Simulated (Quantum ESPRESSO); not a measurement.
# Bi (Im-3m) in Quantum ESPRESSO: further runs

Runs on Bi. Level: PBEsol. Tasks: single point, equation of state.

All numbers are computed with Quantum ESPRESSO 7.5; they aren't measurements. Logs are shortened: lines on timing, memory, paths and dates and some standing lists are left out, and cuts for length are marked.

## (1) The crystal as given

It takes space group Im-3m (No. 229, cubic). The conventional cell has a = 3.963 Å, b = 3.963 Å, c = 3.963 Å, α = 90.00°, β = 90.00°, γ = 90.00°. Bi (site symmetry m-3m) has 8 Bi at 3.43 Å as nearest neighbours.

This isn't the form of Bi at room conditions, which is rhombohedral.

## (2) Single point, PBEsol, 29.25 Å³/atom

pw.in reads:

```
&CONTROL
  calculation = 'scf'
  prefix = 'pwscf'
  outdir = './tmp'
  pseudo_dir = './pseudo'
  tprnfor = .true.
  tstress = .true.
  disk_io = 'nowf'
/
&SYSTEM
  ibrav = 0
  nat = 1
  ntyp = 1
  ecutwfc = 66
  nbnd = 13
  occupations = 'smearing'
  smearing = 'fd'
  degauss = 0.00367493
/
&ELECTRONS
  conv_thr = 2d-10
  electron_maxstep = 120
  mixing_beta = 0.5
/
ATOMIC_SPECIES
Bi   208.9804 Bi.upf
CELL_PARAMETERS angstrom
  -1.9409818243    1.9409818243    1.9409818243
   1.9409818243   -1.9409818243    1.9409818243
   1.9409818243    1.9409818243   -1.9409818243
ATOMIC_POSITIONS crystal
Bi     0.0000000000    0.0000000000    0.0000000000
K_POINTS automatic
9 9 9 0 0 0
```

Potentials or basis: PseudoDojo 0.4.1 SR PBEsol standard.

Started as:

```bash
$ OMP_NUM_THREADS=1 pw.x -in pw.in > pw.out
```

pw.out:

```text
This program is part of the open-source Quantum ESPRESSO suite
     for quantum simulation of materials; please cite
         "P. Giannozzi et al., J. Phys.:Condens. Matter 21 395502 (2009);
         "P. Giannozzi et al., J. Phys.:Condens. Matter 29 465901 (2017);
         "P. Giannozzi et al., J. Chem. Phys. 152 154105 (2020);
     in publications or presentations arising from this work. More details at

     Message from routine setup:
     using ibrav=0 with symmetry is DISCOURAGED, use correct ibrav instead

     G-vector sticks info
     --------------------
     sticks:   dense  smooth     PW     G-vecs:    dense   smooth      PW
     Sum         801     801    249                14243    14243    2491

     Using Slab Decomposition

     bravais-lattice index     =            0
     lattice parameter (alat)  =       6.3530  a.u.
     unit-cell volume          =     197.3881 (a.u.)^3
     number of atoms/cell      =            1
     number of atomic types    =            1
     number of electrons       =        15.00
     number of Kohn-Sham states=           13
     kinetic-energy cutoff     =      66.0000  Ry
     charge density cutoff     =     264.0000  Ry
     scf convergence threshold =      2.0E-10
     mixing beta               =       0.5000
     number of iterations used =            8  plain     mixing
     Exchange-correlation= PBESOL
                           (   1   4  10   8   0   0   0)

     celldm(1)=   6.353031  celldm(2)=   0.000000  celldm(3)=   0.000000
     celldm(4)=   0.000000  celldm(5)=   0.000000  celldm(6)=   0.000000

     crystal axes: (cart. coord. in units of alat)
               a(1) = (  -0.577350   0.577350   0.577350 )
               a(2) = (   0.577350  -0.577350   0.577350 )
               a(3) = (   0.577350   0.577350  -0.577350 )

     reciprocal axes: (cart. coord. in units 2 pi/alat)
               b(1) = ( -0.000000  0.866025  0.866025 )
               b(2) = (  0.866025 -0.000000  0.866025 )
               b(3) = (  0.866025  0.866025  0.000000 )

     PseudoPot. # 1 for Bi read from file:
     Bi.upf
     Pseudo is Norm-conserving + core correction, Zval = 15.0
     Generated using ONCVPSP code by D. R. Hamann
     Using radial grid of 1472 points,  6 beta functions with:
                l(1) =   0
                l(2) =   0
                l(3) =   1
                l(4) =   1
                l(5) =   2
                l(6) =   2

     atomic species   valence    mass     pseudopotential
     Bi               15.00   208.98040     Bi( 1.00)

     48 Sym. Ops., with inversion, found

   Cartesian axes

     site n.     atom                  positions (alat units)
         1        Bi     tau(   1) = (   0.0000000   0.0000000   0.0000000  )

     number of k points=    35  Fermi-Dirac smearing, width (Ry)=  0.0037
                       cart. coord. in units 2pi/alat
        k(    1) = (   0.0000000   0.0000000   0.0000000), wk =   0.0027435
        k(    2) = (   0.0962250   0.0962250   0.0000000), wk =   0.0329218
        k(    3) = (   0.1924501   0.1924501   0.0000000), wk =   0.0329218
        k(    4) = (   0.2886751   0.2886751   0.0000000), wk =   0.0329218
        k(    5) = (   0.3849002   0.3849002   0.0000000), wk =   0.0329218
        k(    6) = (   0.1924501   0.0962250   0.0962250), wk =   0.0658436
[... 27 lines left out ...]
        k(   34) = (  -0.7698004  -0.0962250  -0.0962250), wk =   0.0219479
        k(   35) = (   0.0000000   0.0000000   0.7698004), wk =   0.0164609

     Dense  grid:    14243 G-vectors     FFT dimensions: (  36,  36,  36)

     Initial potential from superposition of free atoms

     starting charge      14.9992, renormalised to      15.0000
     Starting wfcs are    9 randomized atomic wfcs +    4 random wfcs

     Self-consistent Calculation

     iteration #  1     ecut=    66.00 Ry     beta= 0.50
     Davidson diagonalization with overlap
     ethr =  1.00E-02,  avg # of iterations =  4.8

     Threshold (ethr) on eigenvalues was too large:
     Diagonalizing with lowered threshold

     Davidson diagonalization with overlap
     ethr =  1.29E-05,  avg # of iterations =  6.6

     total energy              =    -163.85103571 Ry
     estimated scf accuracy    <       0.00192006 Ry
[... 36 lines left out ...]
     iteration #  7     ecut=    66.00 Ry     beta= 0.50
     Davidson diagonalization with overlap
     ethr =  2.26E-11,  avg # of iterations =  2.0

     End of self-consistent calculation

          k = 0.0000 0.0000 0.0000 (  1745 PWs)   bands (ev):

   -10.2237 -10.2237 -10.2237 -10.0655 -10.0655  -1.1848  18.3717  18.3717
    18.3717  22.7085  23.6817  23.6817  23.6817
[... 68 lines left out ...]
   -10.2455 -10.1782 -10.0754 -10.0735 -10.0115   2.2719   8.2054  12.3324
    14.0095  22.5439  23.7718  26.3861  27.4272

          k =-0.0000-0.0000 0.1925 (  1785 PWs)   bands (ev):

   -10.2033 -10.2033 -10.1961 -10.0855 -10.0647  -0.7013  15.6321  16.9110
    16.9110  21.1803  23.1651  23.1651  25.1512

          k = 0.3849 0.2887 0.2887 (  1785 PWs)   bands (ev):
[... 11 lines left out ...]
   -10.2140 -10.1809 -10.1225 -10.1034 -10.0710   0.0071  12.9288  15.5906
    16.1972  20.4006  22.5457  22.6849  26.7819

          k =-0.0000-0.1925 0.3849 (  1789 PWs)   bands (ev):

   -10.2298 -10.1770 -10.1016 -10.0802 -10.0338   1.1008  10.0224  14.4942
    15.6609  20.4623  22.0031  22.2236  27.2266

          k = 0.0962-0.0962 0.3849 (  1777 PWs)   bands (ev):
[... 11 lines left out ...]
   -10.2095 -10.1673 -10.1085 -10.0860 -10.0040   2.0345   9.1266  12.2637
    15.7318  20.2692  21.2997  24.6286  24.9449

          k =-0.7698-0.2887-0.2887 (  1779 PWs)   bands (ev):

   -10.2128 -10.1720 -10.1164 -10.0721  -9.9803   2.6913   8.0924  11.8756
    15.6455  20.4258  21.9893  23.0491  24.6783

          k =-0.6736-0.1925-0.2887 (  1788 PWs)   bands (ev):

   -10.2018 -10.1571 -10.1328 -10.0487 -10.0042   2.8523   8.8977  10.2223
    16.0920  20.7863  20.9067  22.4546  28.5316

          k = 0.3849 0.3849 0.3849 (  1787 PWs)   bands (ev):
[... 6 lines left out ...]
   -10.1433 -10.1433 -10.1369 -10.1261 -10.0889   0.6963  12.5618  14.2913
    14.2913  18.7403  24.6189  24.6189  25.9584

          k =-0.0000-0.0962 0.4811 (  1782 PWs)   bands (ev):

   -10.1678 -10.1487 -10.1213 -10.0968 -10.0425   1.7469  10.5301  13.2200
    13.7886  18.4864  24.0470  24.4033  24.5314

          k = 0.0000-0.1925 0.5774 (  1791 PWs)   bands (ev):
[... 6 lines left out ...]
   -10.1859 -10.1545 -10.1287 -10.0566 -10.0043   2.7742   9.6403  11.4398
    13.9542  18.2867  21.5813  23.7503  27.6133

          k =-0.7698-0.1925-0.1925 (  1793 PWs)   bands (ev):

   -10.1894 -10.1713 -10.1299 -10.0330  -9.9875   3.3360   9.0826  10.7460
    14.1365  18.9459  19.9575  23.5255  27.5451

          k =-0.0000-0.0000 0.5774 (  1790 PWs)   bands (ev):

   -10.1965 -10.1603 -10.0604 -10.0604 -10.0467   2.7125  10.8122  12.1606
    12.1606  17.1386  21.3462  27.3348  27.3426

          k = 0.0000-0.0962 0.6736 (  1799 PWs)   bands (ev):

   -10.2132 -10.1946 -10.0604 -10.0298  -9.9905   3.6211   9.7727  11.5827
    12.0954  17.2559  19.0567  26.8928  27.2368

          k =-0.7698-0.0962-0.0962 (  1812 PWs)   bands (ev):

   -10.2180 -10.2180 -10.0472  -9.9943  -9.9943   4.0425  10.3034  10.3034
    12.3140  17.4756  17.4756  26.7986  29.7643

          k = 0.0000 0.0000 0.7698 (  1802 PWs)   bands (ev):

   -10.2361 -10.2305  -9.9971  -9.9971  -9.9950   4.3737  10.6890  11.0062
    11.0062  16.3539  17.0182  28.9941  30.6453

     the Fermi energy is    12.9022 ev

!    total energy              =    -163.85120311 Ry
     estimated scf accuracy    <          8.1E-11 Ry
     smearing contrib. (-TS)   =      -0.00035429 Ry
     internal energy E=F+TS    =    -163.85084882 Ry

     The total energy is F=E-TS. E is the sum of the following terms:
     one-electron contribution =     -38.63398307 Ry
     hartree contribution      =      29.37787416 Ry
     xc contribution           =     -42.97471826 Ry
     ewald contribution        =    -111.62002165 Ry

     convergence has been achieved in   7 iterations

     Forces acting on atoms (cartesian axes, Ry/au):

     atom    1 type  1   force =     0.00000000    0.00000000    0.00000000

     Total force =     0.000000     Total SCF correction =     0.000000

     Computing stress (Cartesian axis) and pressure

          total   stress  (Ry/bohr**3)                   (kbar)     P=       17.27
   0.00011743  -0.00000000  -0.00000000           17.27       -0.00       -0.00
  -0.00000000   0.00011743  -0.00000000           -0.00       17.27       -0.00
  -0.00000000  -0.00000000   0.00011743           -0.00       -0.00       17.27

=------------------------------------------------------------------------------=
   JOB DONE.
=------------------------------------------------------------------------------=
```

It took 12 s on 1 thread of Arm Neoverse V1, shared host; peak memory 0.05 GiB.

What came out:

```
Free energy            : -2229.3092 eV
Pressure               : 1.7 GPa
Band gap on the k mesh : none (metal or under the smearing width)
```

Caveat: spin-orbit coupling is left out, which moves the levels of the heavy elements.

## (3) Single point, PBEsol, 29.87 Å³/atom

Changes to pw.in since step 2:

```diff
@@ -27,5 +27,5 @@
 CELL_PARAMETERS angstrom
-  -1.9409818243    1.9409818243    1.9409818243
-   1.9409818243   -1.9409818243    1.9409818243
-   1.9409818243    1.9409818243   -1.9409818243
+  -1.9546511608    1.9546511608    1.9546511608
+   1.9546511608   -1.9546511608    1.9546511608
+   1.9546511608    1.9546511608   -1.9546511608
 ATOMIC_POSITIONS crystal
```

Potentials or basis: PseudoDojo 0.4.1 SR PBEsol standard.

Started as:

```bash
$ OMP_NUM_THREADS=1 pw.x -in pw.in > pw.out
```

It took 12 s on 1 thread of Arm Neoverse V1, shared host; peak memory 0.05 GiB.

Results (log left out):

- Free energy: -2229.3135 eV
- Pressure: 0.4 GPa
- Band gap on the k mesh: none (metal or under the smearing width)

Caveat: spin-orbit coupling is left out, which moves the levels of the heavy elements.

## (4) Single point, PBEsol, 30.49 Å³/atom

Changes to pw.in since step 3:

```diff
@@ -27,5 +27,5 @@
 CELL_PARAMETERS angstrom
-  -1.9546511608    1.9546511608    1.9546511608
-   1.9546511608   -1.9546511608    1.9546511608
-   1.9546511608    1.9546511608   -1.9546511608
+  -1.9681319396    1.9681319396    1.9681319396
+   1.9681319396   -1.9681319396    1.9681319396
+   1.9681319396    1.9681319396   -1.9681319396
 ATOMIC_POSITIONS crystal
```

Started as:

```bash
$ OMP_NUM_THREADS=1 pw.x -in pw.in > pw.out
```

It took 12 s on 1 thread of Arm Neoverse V1, shared host; peak memory 0.05 GiB.

The run converged. Its results:

| Quantity | Value |
| --- | --- |
| Free energy | -2229.3127 eV |
| Pressure | -0.9 GPa |
| Band gap on the k mesh | none (metal or under the smearing width) |

Caveat: spin-orbit coupling is left out, which moves the levels of the heavy elements.

## (5) Single point, PBEsol, 31.12 Å³/atom

Changes to pw.in since step 4:

```diff
@@ -27,5 +27,5 @@
 CELL_PARAMETERS angstrom
-  -1.9681319396    1.9681319396    1.9681319396
-   1.9681319396   -1.9681319396    1.9681319396
-   1.9681319396    1.9681319396   -1.9681319396
+  -1.9814305318    1.9814305318    1.9814305318
+   1.9814305318   -1.9814305318    1.9814305318
+   1.9814305318    1.9814305318   -1.9814305318
 ATOMIC_POSITIONS crystal
```

Started as:

```bash
$ OMP_NUM_THREADS=1 pw.x -in pw.in > pw.out
```

Run time: 12 s. Hardware: 1 thread of Arm Neoverse V1, shared host; peak memory 0.05 GiB.

Results (log left out):

| Item | Value |
| --- | --- |
| Free energy | -2229.3074 eV |
| Pressure | -2.0 GPa |
| Band gap on the k mesh | none (metal or under the smearing width) |

Caveat: spin-orbit coupling is left out, which moves the levels of the heavy elements.

## (6) Single point, PBEsol, 31.74 Å³/atom

Changes to pw.in since step 5:

```diff
@@ -27,5 +27,5 @@
 CELL_PARAMETERS angstrom
-  -1.9814305318    1.9814305318    1.9814305318
-   1.9814305318   -1.9814305318    1.9814305318
-   1.9814305318    1.9814305318   -1.9814305318
+  -1.9945529707    1.9945529707    1.9945529707
+   1.9945529707   -1.9945529707    1.9945529707
+   1.9945529707    1.9945529707   -1.9945529707
 ATOMIC_POSITIONS crystal
```

Potentials or basis: PseudoDojo 0.4.1 SR PBEsol standard.

Started as:

```bash
$ OMP_NUM_THREADS=1 pw.x -in pw.in > pw.out
```

Run time: 12 s. Hardware: 1 thread of Arm Neoverse V1, shared host; peak memory 0.05 GiB.

It converged, with:

| Quantity | Value |
| --- | --- |
| Free energy | -2229.2981 eV |
| Pressure | -2.9 GPa |
| Band gap on the k mesh | none (metal or under the smearing width) |

Caveat: spin-orbit coupling is left out, which moves the levels of the heavy elements.

## (7) Single point, PBEsol, 32.36 Å³/atom

Changes to pw.in since step 6:

```diff
@@ -27,5 +27,5 @@
 CELL_PARAMETERS angstrom
-  -1.9945529707    1.9945529707    1.9945529707
-   1.9945529707   -1.9945529707    1.9945529707
-   1.9945529707    1.9945529707   -1.9945529707
+  -2.0075049763    2.0075049763    2.0075049763
+   2.0075049763   -2.0075049763    2.0075049763
+   2.0075049763    2.0075049763   -2.0075049763
 ATOMIC_POSITIONS crystal
```

Started as:

```bash
$ OMP_NUM_THREADS=1 pw.x -in pw.in > pw.out
```

Wall time 12 s (1 thread of Arm Neoverse V1, shared host); peak memory 0.05 GiB.

Results (log left out):

```yaml
Free_energy: -2229.2852 eV
Pressure: -3.8 GPa
Band_gap_on_the_k_mesh: none (metal or under the smearing width)
```

Caveat: spin-orbit coupling is left out, which moves the levels of the heavy elements.

## (8) Single point, PBEsol, 32.98 Å³/atom

Changes to pw.in since step 7:

```diff
@@ -27,5 +27,5 @@
 CELL_PARAMETERS angstrom
-  -2.0075049763    2.0075049763    2.0075049763
-   2.0075049763   -2.0075049763    2.0075049763
-   2.0075049763    2.0075049763   -2.0075049763
+  -2.0202919770    2.0202919770    2.0202919770
+   2.0202919770   -2.0202919770    2.0202919770
+   2.0202919770    2.0202919770   -2.0202919770
 ATOMIC_POSITIONS crystal
```

Started as:

```bash
$ OMP_NUM_THREADS=1 pw.x -in pw.in > pw.out
```

Run time: 13 s. Hardware: 1 thread of Arm Neoverse V1, shared host; peak memory 0.05 GiB.

It converged, with:

| Quantity | Value |
| --- | --- |
| Free energy | -2229.2692 eV |
| Pressure | -4.5 GPa |
| Band gap on the k mesh | none (metal or under the smearing width) |

Caveat: spin-orbit coupling is left out, which moves the levels of the heavy elements.

## (9) Equation of state, PBEsol

Potentials or basis: PseudoDojo 0.4.1 SR PBEsol standard.

This step only gathers the single runs of the series.

What came out:

```yaml
Equilibrium_volume: 30.08 Å³/atom
Bulk_modulus: 61 GPa
Pressure_derivative_of_the_bulk_modulus: 4.7
```

Energy against volume, from the lowest point:
```tsv
volume (Å³/atom)	energy (meV/atom)
29.250	4.27
29.872	0.00
30.495	0.75
31.117	6.03
31.739	15.36
32.362	28.25
32.984	44.27
```

Caveat: spin-orbit coupling is left out, which moves the levels of the heavy elements.
